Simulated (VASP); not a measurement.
A run of VASP 6.6.1 is set up as follows.

File INCAR:

```
SYSTEM = Pd
PREC = Accurate ; ENCUT = 600
EDIFF = 1E-7 ; ISMEAR = 0
SIGMA = 0.1 ; LREAL = .False.
LASPH = .True. ; NELM = 80
ALGO = Fast ; ISIF = 3
LWAVE = .False. ; LCHARG = .False.
GGA = CA ; IBRION = 2
NSW = 90 ; EDIFFG = -0.005
```

KPOINTS

```
regular mesh
0
Gamma
  18 18 10
  0 0 0
```

POSCAR

```
Pd
1.0
    2.7496501800      0.0000000000      0.0000000000
   -1.3748250900      2.3812669000      0.0000000000
    0.0000000000      0.0000000000      4.4901787400
Pd
2
Direct
    0.3333333300      0.6666666700      0.2500000000
    0.6666666700      0.3333333300      0.7500000000
```

Potentials or basis: VASP PAW LDA potentials, release 64 (Pd).

The run is started by

```console
$ cat potpaw_LDA.64/Pd/POTCAR > POTCAR
$ mpirun -np 1 vasp_std > vasp.out
```

Estimate the space group after relaxing (to 0.05 Å).

P6_3/mmc (No. 194).

What does it give for the relaxed volume?

14.23 Å³/atom.

Predict the relaxed cell.

a = 2.695 Å, b = 2.695 Å, c = 4.525 Å, α = 90.00°, β = 90.00°, γ = 120.00°.

Estimate the band gap on the k mesh.

none (metal or under the smearing width).

Final structure:
```cif
data_structure
_symmetry_space_group_name_H-M 'P 1'
_symmetry_Int_Tables_number 1
_cell_length_a 2.6947
_cell_length_b 2.6947
_cell_length_c 4.5254
_cell_angle_alpha 90.000
_cell_angle_beta 90.000
_cell_angle_gamma 120.000
_cell_volume 28.46
loop_
_atom_site_label
_atom_site_type_symbol
_atom_site_fract_x
_atom_site_fract_y
_atom_site_fract_z
_atom_site_occupancy
Pd1 Pd 0.33333 0.66667 0.25000 1
Pd2 Pd 0.66667 0.33333 0.75000 1
```
